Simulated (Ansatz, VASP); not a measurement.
## Cross-check of AlN between VASP and Ansatz

One calculation is typed for both programs; each brings its own data sets and cutoff. How far apart do they land? The cell is taken from a series of VASP runs on this material, whose earlier steps may have relaxed, scaled or displaced it; both programs get it as it stands.

Main program and level: Ansatz 0.2.0; plane waves, with VASP 6.6.1 beside it; band structure at r2SCAN, dielectric response at LDA and single point at LDA.

### 1. The structure

Symmetry: F-43m, No. 216, cubic system. Conventional cell: a = 4.368 Å, b = 4.368 Å, c = 4.368 Å, α = 90.00°, β = 90.00°, γ = 90.00°. Nearest to Al lie 4 N at 1.89 Å. N has 4 Al at 1.89 Å nearest. Farther neighbours and most contacts between anions are not listed.

### 2. VASP: band structure, r2SCAN

Levels along a path test the potential and the projectors away from the mesh points.

Lines of VASP's logs that name or quote its potential files are left out, and so is its time.

INCAR reads:

```
SYSTEM = AlN
PREC = Accurate
ENCUT = 460
EDIFF = 1E-06
NELM = 100
ISMEAR = 0
SIGMA = 0.03
LREAL = .FALSE.
ALGO = Normal
METAGGA = R2SCAN
LASPH = .TRUE.
NBANDS = 16
LORBIT = 11
LWAVE = .FALSE.
LCHARG = .FALSE.
KPAR = 4
```

POSCAR reads:

```
AlN
1.0
    0.0000000000      2.1839935596      2.1839935596
    2.1839935596      0.0000000000      2.1839935596
    2.1839935596      2.1839935596      0.0000000000
Al N
1 1
Direct
    0.0000000000      0.0000000000      0.0000000000
    0.2500000000      0.2500000000      0.2500000000
```

KPOINTS reads:

```
Automatic mesh
0
Gamma
8 8 8
0 0 0
```

KPOINTS_OPT reads:

```
Line mode
10
Line-mode
Reciprocal
  0.00000000   0.00000000   0.00000000 GAMMA
  0.50000000   0.00000000   0.50000000 X

  0.50000000   0.00000000   0.50000000 X
  0.50000000   0.25000000   0.75000000 W

  0.50000000   0.25000000   0.75000000 W
  0.37500000   0.37500000   0.75000000 K

  0.37500000   0.37500000   0.75000000 K
  0.00000000   0.00000000   0.00000000 GAMMA

  0.00000000   0.00000000   0.00000000 GAMMA
  0.50000000   0.50000000   0.50000000 L

  0.50000000   0.50000000   0.50000000 L
  0.62500000   0.25000000   0.62500000 U

  0.62500000   0.25000000   0.62500000 U
  0.50000000   0.25000000   0.75000000 W

  0.50000000   0.25000000   0.75000000 W
  0.50000000   0.50000000   0.50000000 L

  0.50000000   0.50000000   0.50000000 L
  0.37500000   0.37500000   0.75000000 K

  0.62500000   0.25000000   0.62500000 U
  0.50000000   0.00000000   0.50000000 X
```

Potentials, in the order of the species: Al and N (PBE family, release 64).

On the command line:

```bash
> mpirun -np 4 vasp_std
```

Numbers of over 12 decimals in the logs are rounded to 6 here.

Output:

```text
[banner, memory and clock lines left out]
running    4 mpi-ranks, on    1 nodes
 distrk:  each k-point on    1 cores,    4 groups
 distr:  one band on    1 cores,    1 groups

 POSCAR found type information on POSCAR AlN
 POSCAR found :  2 types and       2 ions
|                                                                             |
|               ----> ADVICE to this user running VASP <----                  |
|                                                                             |
|     You enforced a specific xc type in the INCAR file but a different       |
|     [... a line on the potential file left out ...]
|     I HOPE YOU KNOW WHAT YOU ARE DOING!                                     |
|                                                                             |

 LDA part: xc-table for (None), standard interpolation
 POSCAR, INCAR and KPOINTS ok, starting setup
 FFT: planning ... GRIDC
 FFT: planning ... GRID_SOFT
 FFT: planning ... GRID
 WAVECAR not read
 entering main loop
       N       E                     dE             d eps       ncg     rms          rms(c)
DAV:   1     0.387462443909E+01    0.38746E+01   -0.34395E+03   936   0.382E+02
DAV:   2    -0.227941558267E+02   -0.26669E+02   -0.25722E+02  1256   0.109E+02
DAV:   3    -0.235000381096E+02   -0.70588E+00   -0.70535E+00  1120   0.151E+01
DAV:   4    -0.235039954819E+02   -0.39574E-02   -0.39573E-02  1272   0.127E+00
DAV:   5    -0.235040413993E+02   -0.45917E-04   -0.45917E-04  1144   0.124E-01    0.886E+00
DAV:   6    -0.190376775334E+02    0.44664E+01   -0.69075E+00  1104   0.100E+01    0.355E+00
DAV:   7    -0.191584384178E+02   -0.12076E+00   -0.40245E-01  1088   0.347E+00    0.246E+00
DAV:   8    -0.191809092073E+02   -0.22471E-01   -0.61938E-02  1064   0.135E+00    0.100E+00
DAV:   9    -0.191770048890E+02    0.39043E-02   -0.12630E-02  1240   0.501E-01    0.221E-01
DAV:  10    -0.191771472502E+02   -0.14236E-03   -0.77704E-04  1104   0.160E-01    0.169E-02
DAV:  11    -0.191771637370E+02   -0.16487E-04   -0.85429E-06  1288   0.187E-02    0.178E-02
DAV:  12    -0.191771621011E+02    0.16360E-05   -0.16684E-06  1056   0.657E-03    0.318E-03
DAV:  13    -0.191771614697E+02    0.63140E-06   -0.46074E-07   680   0.353E-03
   1 F= -.19177161E+02 E0= -.19177161E+02  d E =-.146896E-31
 Start KPOINTS_OPT (optional k-point list driver)
k-point batch [1-29\100]
       N       E                     dE             ncg
DAV:   1     0.802045028310E+03   -0.80974E+04      928
DAV:   2     0.100306826518E+03   -0.70174E+03     1344
DAV:   3     0.821790059725E+02   -0.18128E+02     1120
DAV:   4     0.820459723094E+02   -0.13303E+00     1280
DAV:   5     0.820440297007E+02   -0.19426E-02     1200
DAV:   6     0.820439961380E+02   -0.33563E-04     1240
DAV:   7     0.820439955580E+02   -0.58000E-06     1160
[...]
k-point batch [88-100\100]
       N       E                     dE             ncg
DAV:   1     0.585410947833E+04   -0.44320E+04      416
DAV:   2     0.554551379594E+04   -0.30860E+03      584
DAV:   3     0.553825203837E+04   -0.72618E+01      536
DAV:   4     0.553819806022E+04   -0.53978E-01      560
DAV:   5     0.553819726481E+04   -0.79540E-03      536
DAV:   6     0.553819725182E+04   -0.12990E-04      536
DAV:   7     0.553819725162E+04   -0.20007E-06      504
```

From OUTCAR (step 2):

```text
ion  position               nearest neighbor table
   1  0.000  0.000  0.000-   2 1.89   2 1.89   2 1.89   2 1.89
   2  0.250  0.250  0.250-   1 1.89   1 1.89   1 1.89   1 1.89

  LATTYP: Found a face centered cubic cell.
 ALAT       =     4.3679871192

 Subroutine GETGRP returns: Found 24 space group operations
 (whereof 24 operations were pure point group operations)

The static configuration has the point symmetry T_d .

 Found     29 irreducible k-points:

   k-points           NKPTS =     29   k-points in BZ     NKDIM =     29   number of bands    NBANDS=     16

   dimension x,y,z NGX =    24 NGY =   24 NGZ =   24
   dimension x,y,z NGXF=    48 NGYF=   48 NGZF=   48

   ENCUT  =  460.0 eV  33.81 Ry    5.81 a.u.   5.40  5.40  5.40*2*pi/ulx,y,z

   NELECT =       8.0000    total number of electrons

 k-points in reciprocal lattice and weights: Automatic mesh
   0.00000000  0.00000000  0.00000000       0.002
   0.12500000  0.00000000  0.00000000       0.016
   0.25000000  0.00000000  0.00000000       0.016
   0.37500000  0.00000000  0.00000000       0.016
   0.50000000  0.00000000  0.00000000       0.008
   0.12500000  0.12500000  0.00000000       0.012
   0.25000000  0.12500000  0.00000000       0.047
   0.37500000  0.12500000  0.00000000       0.047
   0.50000000  0.12500000  0.00000000       0.047
[...]
-0.37500000  0.50000000  0.12500000       0.023
  -0.25000000  0.50000000  0.25000000       0.012

 average (electrostatic) potential at core
       1 -74.5207       2 -62.7730

 E-fermi :   5.9355

 k-point     1 :       0.0000    0.0000    0.0000
  band No.  band energies     occupation
      1     -10.0495      2.00000
      2       5.6953      2.00000
      3       5.6953      2.00000
      4       5.6953      2.00000
      5      10.5853      0.00000
      6      19.2158      0.00000
      7      19.2158      0.00000
      8      19.2158      0.00000
      9      24.2284      0.00000
    ...

 k-point     2 :       0.1250    0.0000    0.0000
  band No.  band energies     occupation
      1      -9.8223      2.00000
      2       4.5216      2.00000
      3       5.6133      2.00000
      4       5.6133      2.00000
      5      11.5330      0.00000
      6      18.6565      0.00000
      7      19.3942      0.00000
      8      19.3942      0.00000
      9      22.7171      0.00000
    ...

 k-point     3 :       0.2500    0.0000    0.0000
  band No.  band energies     occupation
      1      -9.2020      2.00000
      2       2.4089      2.00000
      3       5.4345      2.00000
      4       5.4345      2.00000
      5      12.9152      0.00000
      6      17.6482      0.00000
      7      18.9082      0.00000
      8      18.9082      0.00000
      9      22.9404      0.00000
    ...

  Total       -0.1253019     -0.1253019     -0.1253019      0.0000000      0.0000000      0.0000000
  in kB       -9.6357186     -9.6357186     -9.6357186      0.0000000      0.0000000      0.0000000
  external PRESSURE =      -9.6357186 kB  Pullay stress =       0.0000000 kB

  energy-cutoff  :      460.00
  volume of cell :       20.83
      direct lattice vectors                 reciprocal lattice vectors
     0.000000000  2.183993560  2.183993560    -0.228938404  0.228938404  0.228938404
     2.183993560  0.000000000  2.183993560     0.228938404 -0.228938404  0.228938404
     2.183993560  2.183993560  0.000000000     0.228938404  0.228938404 -0.228938404

 POSITION                                       TOTAL-FORCE (eV/Angst)
 -----------------------------------------------------------------------------------
      0.00000      0.00000      0.00000        -0.000000      0.000000      0.000000
      1.09200      1.09200      1.09200         0.000000     -0.000000     -0.000000
 -----------------------------------------------------------------------------------
    total drift:                               -0.000001     -0.000001     -0.000001

  FREE ENERGIE OF THE ION-ELECTRON SYSTEM (eV)
  ---------------------------------------------------
  free  energy   TOTEN  =       -19.1771614697 eV

  energy  without entropy=      -19.1771614697  energy(sigma->0) =      -19.17716147

 total charge
# of ion       s       p       d       tot
------------------------------------------
    1        0.369   0.454   0.000   0.824
    2        1.235   2.650   0.000   3.885
--------------------------------------------------
tot          1.604   3.104   0.000   4.709

[... 3 further parts left out ...]
```

The run ends at a pressure of -0.96 GPa.

### 3. Ansatz: band structure, r2SCAN

Ansatz runs on its default PAW (the set named soft_2) files.

The same cell, functional, mesh and smearing now go to Ansatz, which takes its cutoff from its data sets.

input.yaml reads:

```yaml
crystal:
  lattice:
    - [0.0, 2.1839935596, 2.1839935596]
    - [2.1839935596, 0.0, 2.1839935596]
    - [2.1839935596, 2.1839935596, 0.0]
  atoms:
    - { symbol: Al, position: [0.0, 0.0, 0.0] }
    - { symbol: "N", position: [0.25, 0.25, 0.25] }
hamiltonian:
  xc: r2scan
  pseudopotentials: { kind: paw }
kpoints:
  mp_grid: { grid: [8, 8, 8] }
  band_path:
    path:
      - [0.0, 0.0, 0.0]
      - [0.16667, 0.0, 0.16667]
      - [0.33333, 0.0, 0.33333]
      - [0.5, 0.0, 0.5]
      - [0.5, 0.08333, 0.58333]
      - [0.5, 0.19444, 0.69444]
      - [0.5, 0.25, 0.75]
      - [0.45833, 0.29167, 0.75]
      - [0.40278, 0.34722, 0.75]
      - [0.375, 0.375, 0.75]
      - [0.20833, 0.20833, 0.41667]
      - [0.08333, 0.08333, 0.16667]
      - [0.0, 0.0, 0.0]
      - [0.22222, 0.22222, 0.22222]
      - [0.38889, 0.38889, 0.38889]
      - [0.51389, 0.47222, 0.51389]
      - [0.55556, 0.38889, 0.55556]
      - [0.61111, 0.27778, 0.61111]
      - [0.61111, 0.25, 0.63889]
      - [0.56944, 0.25, 0.68056]
      - [0.51389, 0.25, 0.73611]
      - [0.5, 0.27778, 0.72222]
      - [0.5, 0.38889, 0.61111]
      - [0.5, 0.47222, 0.52778]
      - [0.48611, 0.48611, 0.52778]
      - [0.43056, 0.43056, 0.63889]
      - [0.38889, 0.38889, 0.72222]
      - [0.59722, 0.19444, 0.59722]
      - [0.55556, 0.11111, 0.55556]
      - [0.5, 0.0, 0.5]
    npoints: 1
scf:
  occupations: { method: gaussian, width: 0.03 }
  n_extra_bands: 7
output:
  forces: true
  stress: true
  eigenvalues: true
```

On the command line:

```bash
> ansatz run input.yaml --threads 2 --pin off --max-ram 4608MiB --backend cpu --events-out ev --progress --plain --runs-dir out
```

Output:

```text
scf.n_extra_bands = 7 over 4 filled bands (N_el = 8.0): the run solves 11 bands
Engine: ansatz 0.2.0, aarch64-unknown-linux-gnu
Pseudopotentials: kind: paw
Pseudopotential: Al, paw, valence charge 3, recommended cutoff 500 eV (meta_gga), Al.paw.azcp
Pseudopotential: N, paw, valence charge 5, recommended cutoff 500 eV (meta_gga), N.paw.azcp
Functional definition: r2SCAN
  parameter k0 = 0.174
  parameter k1 = 0.065
  parameter a1 = 4.9479
  exchange = r2scan_x(k0 = k0, k1 = k1, a1 = a1)
  correlation = r2scan_c
Crystal: 2 atoms, lattice volume = 20.835 Å³
Basis set: ecut = 500 eV, 531 PW (Γ), exchange–correlation on 96×96×96 points (64 copies of the dense FFT grid, shifted against one another)
Bands: 11, of which v1, the nominal top of the filled ones, is band 4 counted from 1 (3 counted from 0)
Symmetry: 24 space group operations
Space group: F-43m (ITA 216), of the structure as read, at distance tolerance 2.8e-5 Å
k-points: 29 of 512 (time reversal used)
Non-local potential: Al, projectors of the file, l = 0: 2, l = 1: 2, l = 2: 1
Non-local potential: N, projectors of the file, l = 0: 2, l = 1: 2, l = 2: 1
PAW form: soft (Blöchl's): semilocal exchange-correlation on the pseudo side does not see the compensation charge
PAW frozen core: Al, regenerated for the run's functional (the file was generated under x = pbe(κ = 0.804, μ = 0.219515), c = pbe(β = 0.066725))
PAW frozen core: N, regenerated for the run's functional (the file was generated under x = pbe(κ = 0.804, μ = 0.219515), c = pbe(β = 0.066725))
PAW one-centre angular grid: Al, 302 points (default); XC on 160 Gauss nodes
PAW one-centre angular grid: N, 302 points (default); XC on 160 Gauss nodes
Initial density: superposition of atomic densities (neutral atoms: chi_scale 0, normalization atom), corrected by the library's trained network
Initial wavefunctions: pseudopotential atomic-orbital guess
Functional: x = r2scan, c = r2scan; τ floored in thin density (d = 2e-4 eV/Å³)
SCF iter   1: F=—  HF=-928.366646 eV  |F-HF|=—  |Δ(HF+E_count)|=         —  Δρ=6.95e-3  dr2=1.09e-2  dr2_τ=1.56e-1  ethr=1.77e-3  ⟨swp⟩=5.0  Hψ=2026  notcnv=0  defer=2
preconditioner: auto → none  [insulator: Δε(μ)=3.972 eV  Ē_g=20.470 eV  σ=0.030 eV  W_gap=1.00  n_scr=0 (ndim 8)  ℏωp=23.0 eV  f_vac=0.000  D(μ)=0.00/eV (n_scr^D=0)  ε∞_Penn≈2.3]
SCF iter   2: F=—  HF=-928.437326 eV  |F-HF|=—  |Δ(HF+E_count)|=   7.07e-2  Δρ=4.60e-3  dr2=1.93e-3  dr2_τ=2.02e-4  ethr=1.36e-4  ⟨swp⟩=2.6  Hψ=830  notcnv=0  defer=62
SCF iter   3: F=—  HF=-928.437126 eV  |F-HF|=—  |Δ(HF+E_count)|=   2.00e-4  Δρ=1.05e-3  dr2=1.52e-4  dr2_τ=3.62e-5  ethr=2.41e-5  ⟨swp⟩=2.0  Hψ=398  notcnv=0  defer=62
SCF iter   4: F=—  HF=-928.437103 eV  |F-HF|=—  |Δ(HF+E_count)|=   2.33e-5  Δρ=2.11e-4  dr2=1.01e-5  dr2_τ=5.47e-7  ethr=1.89e-6  ⟨swp⟩=2.0  Hψ=370  notcnv=0  defer=62
SCF iter   5: F=—  HF=-928.437100 eV  |F-HF|=—  |Δ(HF+E_count)|=   3.05e-6  Δρ=4.74e-5  dr2=5.44e-7  dr2_τ=4.30e-8  ethr=1.26e-7  ⟨swp⟩=2.6  Hψ=362  notcnv=0  defer=62
SCF iter   6: F=-928.437100 eV  HF=-928.437100 eV  |F-HF|=2.94e-8  |Δ(HF+E_count)|=   1.62e-8  Δρ=1.66e-5  dr2=6.74e-8  dr2_τ=1.14e-9  ethr=1.25e-9  ⟨swp⟩=8.0  Hψ=1647  notcnv=0
SCF 1 converged in 6 iterations: F = -928.437100 eV  dr2 = 6.74e-8
  greatest PAW one-centre occupation: 0.794 electrons in one spin orbital (limit 2), on the N atom at site 1 (counted from 0), in its partial waves of l = 0
NSCF: frozen V_eff on 30 k-points
SCF converged after 6 iterations
Free energy (F): -928.437100 eV
Harris-Foulkes:  -928.437100 eV  (|F-HF|=2.94e-8)
Internal energy: -928.437100 eV  (E = F + TS)
E sigma→0 (E₀):  -928.437100 eV
Fermi energy:    8.674570 eV
--- Per-component energies (eV) ---
  E_band       = 11.488402
  E_kinetic    = 160.517242
  E_local      = -223.453708  (includes V_loc(G=0)·N_el)
  E_nonlocal   = 54.324065
  E_hartree    = 78.187783
  E_xc         = -98.843267
  E_vxc        = -119.132939  (∫ρ·V_xc dr)
  E_paw        = -602.476004  (= ΣΔE_a)
  E_vpaw       = -23.530776  (= ΣTr[D̂ρ^β])
  E_aug_tail   = 0.000016  (compensation charges beyond the density's cutoff)
  E_vtau       = 6.392978  (kinetic-family band-sum trace: ∫τ·v_τ [+ j·A + Jᵃ·Aᵃ] dr)
  E_ewald      = -296.603555
  E_core_change = -0.089673  (= ΣΔE_core)
  E_smearing   = -0.000000  (= −TS)
  E_closure    = 0.000000  (closes the sum)
  Σ components = -928.437100   (vs F -928.437100, Δ=0.00e0)
--- Forces (eV/Å), atoms counted from 1 ---
  atom   1  Al     0.00000000    -0.00000000     0.00000000
  atom   2  N     -0.00000000     0.00000000     0.00000000
  max |Σ_I F_I| component: 1.57e-16 eV/Å
--- Stress (GPa, compression-positive) ---
        0.259529      -0.000000      -0.000000
        0.000000       0.259529       0.000000
       -0.000000       0.000000       0.259529
  P = ⅓ Tr σ = 0.2595 GPa (2.595 kbar)
--- Band table (eV; the first three rows and the last of 29) ---
  k-point 0: bands = [-9.0404, 6.7035, 6.7035, 6.7035, 11.5568, 20.2376, 20.2376, 20.2376, ... 3 higher]
  k-point 1: bands = [-8.8135, 5.5301, 6.6240, 6.6240, 12.5082, 19.6734, 20.4142, 20.4142, ... 3 higher]
  k-point 2: bands = [-8.1952, 3.4172, 6.4441, 6.4441, 13.8969, 18.6557, 19.9242, 19.9242, ... 3 higher]
  k-point 28: bands = [-6.3575, 2.9203, 3.2089, 4.0229, 13.4192, 19.0532, 19.5775, 19.9869, ... 3 higher]
```

The job ended after 1.2 s (2 threads of Arm Neoverse V2, shared host; peak memory 0.31 GiB).

### 4. Side by side

Known differences besides the potentials themselves: VASP keeps PBE cores, Ansatz makes them for the functional; the cutoff is 500 eV in Ansatz and 460 eV in VASP. Total energies have different zeros and are not compared.

The two programs side by side:

```
                     quantity  Ansatz   VASP  difference
               pressure (GPa)    0.26  -0.96       +1.22
gap over the path points (eV)   3.942  3.932      +0.010
```

Levels at points of the path, from each program's valence-band top (eV; 3 filled, then empty):

```
k (reciprocal lattice)                        Ansatz                          VASP
     0.000 0.000 0.000     0.00 0.00 0.00 4.85 13.53     0.00 0.00 0.00 4.89 13.52
     0.167 0.000 0.167  -1.72 -0.53 -0.53 6.59 12.12  -1.72 -0.53 -0.53 6.61 12.12
     0.333 0.000 0.333  -3.93 -1.42 -1.42 5.47 10.27  -3.94 -1.42 -1.42 5.47 10.26
     0.500 0.000 0.500   -4.95 -1.81 -1.81 3.94 9.49   -4.95 -1.81 -1.81 3.93 9.48
     0.500 0.083 0.583   -4.79 -2.11 -2.07 4.55 9.99   -4.80 -2.10 -2.06 4.55 9.98
     0.500 0.194 0.694  -4.14 -3.08 -2.60 6.31 11.70  -4.15 -3.08 -2.60 6.30 11.71
     0.500 0.250 0.750  -3.78 -3.50 -2.68 6.72 12.35  -3.79 -3.50 -2.68 6.71 12.36
     0.458 0.292 0.750  -4.01 -3.48 -2.31 6.52 11.74  -4.01 -3.48 -2.31 6.51 11.75
     0.403 0.347 0.750  -4.25 -3.63 -1.53 5.95 11.09  -4.25 -3.63 -1.53 5.94 11.10
     0.375 0.375 0.750  -4.28 -3.65 -1.40 5.83 11.01  -4.29 -3.65 -1.40 5.82 11.02
```

Among the levels compared at these points, filled levels agree within 5 meV and empty ones within 37 meV.

### 5. Other set-ups

Further runs change the set-up of one program: Ansatz's method, potentials or start, or VASP's data sets, cutoff or form of LDA. The table gives Ansatz less VASP for each quantity, since a change that brings one quantity closer may part another.

```
                                        run  pressure (GPa)  gap over the path points (eV)
                                   as above             1.2                         0.0098
                       cores kept as stored            0.74                          0.012
   Ansatz's larger PAW set (cutoff 1050 eV)             1.4                         0.0098
norm-conserving potentials (cutoff 1252 eV)            0.90                          0.013
```

[end of part 1 of 2]

[Lines on the potential files, build, host, timing and source positions are cut from VASP's logs without a mark.]

[Logs are printed without paths, hosts, clocks, repeated set-up lines and the standing remarks that a program may print on its own settings, such as how far it seeks lower states.]

[Hosts, paths, dates, database ids (printed as entryN), source tags and the programs' standing remarks are cut or masked in the printed files.]
